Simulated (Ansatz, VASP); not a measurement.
**Al in VASP and in Ansatz**

The input INCAR:

```
PREC     = Accurate       # precision mode
ENCUT    = 520            # plane-wave cutoff, eV
EDIFF    = 1E-7           # SCF threshold, eV
ISMEAR   = 0              # smearing method
SIGMA    = 0.15           # smearing width, eV
LREAL    = F              # projectors in reciprocal space
LASPH    = T              # aspherical terms in the spheres
NELM     = 100            # most SCF steps
ALGO     = Fast           # electronic algorithm
ISIF     = 2              # what is computed and relaxed
LWAVE    = F              # write WAVECAR
LCHARG   = T              # write CHGCAR
GGA      = PE             # functional
LELF     = T              # ELF
LVHAR    = T            
NBANDS   = 8              # bands
```

The input KPOINTS:

```
Automatic mesh
0
Gamma
  22 22 22
```

The input POSCAR:

```
Al
1.0
   -1.3804430706      1.3804430706      2.1614977600
    1.3804430706     -1.3804430706      2.1614977600
    1.3804430706      1.3804430706     -2.1614977600
Al
1
Direct
    0.0000000000      0.0000000000      0.0000000000
```

Input for Ansatz:

```yaml
crystal:
  lattice:
    - [-1.3804430706, 1.3804430706, 2.16149776]
    - [1.3804430706, -1.3804430706, 2.16149776]
    - [1.3804430706, 1.3804430706, -2.16149776]
  atoms:
    - { symbol: Al, position: [0.0, 0.0, 0.0] }
basis:
  ecutwfc: 420
kpoints:
  mp_grid: { grid: [22, 22, 22] }
hamiltonian:
  xc: pbe
scf:
  occupations: { method: gaussian, width: 0.15 }
output:
  forces: true
  stress: true
  eigenvalues: true
```

Alike in both runs: task single point; functional PBE; k mesh 22 × 22 × 22; occupations gaussian, width 0.15 eV; no spin polarisation.

|  | VASP | Ansatz |
| --- | --- | --- |
| version | VASP 6.6.1 | Ansatz 0.2.0 |
| potentials or method | VASP PAW PBE potentials, release 64 (Al) | scalar-relativistic, plane waves, PAW |
| plane-wave cutoff (eV) | 520 | 420 |
| valence electrons in the cell | 3 | 3 |

|  | VASP | Ansatz | Ansatz less VASP |
| --- | --- | --- | --- |
| gap on the k mesh at the Fermi level (eV) | none | none | - |
| pressure (GPa) | 0.8 | 0.8 | +0.03 |
| largest component of the traceless stress (GPa) | 3.87 | 3.88 | +0.011 |

A gap of «none» marks a metal or a gap that the smearing closes.
